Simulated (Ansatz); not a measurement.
`C=CCC` + CH₃NH₂ → `C=CNC` + ethane  (substitution at a C–C bond)

Program: Ansatz. Geometries: PBE0-D4/def2-TZVP. ΔE: electronic, gas phase. CCSD(T)/CBS is the MP2 limit (def2-TZVPP, def2-QZVPP) plus CCSD(T) − MP2 in def2-TZVPP, frozen cores. This one scheme is used for every species. Functionals use def2-TZVPP. HSE06 is defined as in plane-wave codes. Each species was taken in one conformer, which may not be the lowest.

`C=CCC`:

```xyz
12

C    -0.619    1.627    0.970
C    -0.249    0.358    0.862
C     0.699   -0.179   -0.157
C     0.060   -1.244   -1.042
H    -0.229    2.387    0.300
H    -1.320    1.953    1.729
H    -0.669   -0.373    1.553
H     1.080    0.643   -0.770
H     1.565   -0.616    0.356
H    -0.319   -2.077   -0.444
H    -0.780   -0.830   -1.604
H     0.782   -1.648   -1.756
```

CH₃NH₂:

Z-matrix (Å, degrees):
```
C
N 1 1.453
H 1 1.092 2 109.4
H 1 1.100 2 115.4 3 -121.6
H 1 1.092 2 109.4 3 116.8
H 2 1.012 1 110.6 3 62.6
H 2 1.012 1 110.6 3 -179.3
```

`C=CNC`:

```xyz
11

C     0.224   -1.546    1.241
C     0.474   -0.467    0.497
N    -0.203   -0.066   -0.631
C    -0.254    1.337   -0.960
H    -0.613   -2.206    1.036
H     0.877   -1.804    2.062
H     1.319    0.173    0.739
H    -1.064   -0.565   -0.795
H    -0.876    1.931   -0.275
H     0.757    1.750   -0.939
H    -0.640    1.464   -1.973
```

`CC`:

Cartesian coordinates in Å:
```
C -0.174 -0.561 0.481
C 0.174 0.561 -0.481
H 0.042 -0.281 1.515
H -1.234 -0.819 0.426
H 0.396 -1.467 0.260
H -0.042 0.281 -1.515
H 1.234 0.819 -0.425
H -0.396 1.467 -0.261
```

```tsv
species	HSE06-D4 energy (Eh)
`C=CCC`	-157.07186
CH₃NH₂	-95.77582
`C=CNC`	-173.10252
`CC`	-79.74846
```

Task: Work out ΔE.

Result: ΔE = (-173.10252) + (-79.74846) − (-157.07186) − (-95.77582) = -0.00330 Eh = -8.7 kJ/mol. CCSD(T)/CBS gives +3.4 kJ/mol.

Largest T1 diagnostic among the species: 0.011.

From BLYP to BHLYP (50 % exact exchange), in def2-TZVPP and without D4, ΔE moves by +7.0 kJ/mol. At CCSD(T), def2-SVP lies −9.8 kJ/mol from the extrapolated value and def2-TZVPP −1.1 kJ/mol. Leaving LDA and LC-ωPBE aside and taking each functional with its dispersion term where it has one, the values, not all of them listed here, spread over 9.5 kJ/mol, from PBE-D4 to ωB97M-V. LDA lies −6.2 kJ/mol from PBE without D4.
